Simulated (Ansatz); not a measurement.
The system is CoO.

```
CELL_PARAMETERS angstrom
0.00000 2.13150 2.13150
2.13150 0.00000 2.13150
2.13150 2.13150 0.00000
ATOMIC_POSITIONS crystal
Co 0.00000 0.00000 0.00000
O 0.50000 0.50000 0.50000
```

```yaml
Program: Ansatz 0.2.0
Task: relaxation of cell and atoms
Functional: LDA
Potentials_or_basis: all-electron LAPW, scalar-relativistic
Basis_error_allowed: 0.001 eV/atom
k_mesh: 11 × 11 × 11
Occupations: fermi-dirac, width 0.05 eV
Spin: collinear spin, ferromagnetic start
Starting_moments: "[2.0, 0.0] μB"
```

At the start: volume 9.68 Å³/atom.

Question: How do energy, volume and symmetry change on relaxing?

Answer: Over 6 steps the energy falls by 82.9 meV/atom and the volume is 8.47 Å³/atom (-12.6 %); space group Fm-3m (No. 225, to 0.05 Å); moment 2.20 μB per cell.

Step by step:
```
step  energy change (eV)  largest force (eV/Å)  volume (Å³)
   1              0.0000                0.0000        19.37
   2             -0.1060                0.0000        18.28
   3             -0.1642                0.0000        16.73
   4             -0.1658                0.0000        16.98
   5             -0.1659                0.0000        16.93
   6             -0.1659                0.0000        16.93
```

Final structure:
```
Co O
1.0
     0.00000    2.03818    2.03818
     2.03818    0.00000    2.03818
     2.03818    2.03818    0.00000
Co O
1 1
Direct
  0.00000 0.00000 0.00000
  0.50000 0.50000 0.50000
```

Caveat: the volume moved by -13 % from the deposited cell, more than functionals usually miss; a cell with one magnetic atom can't hold antiferromagnetic order, which such compounds often take.
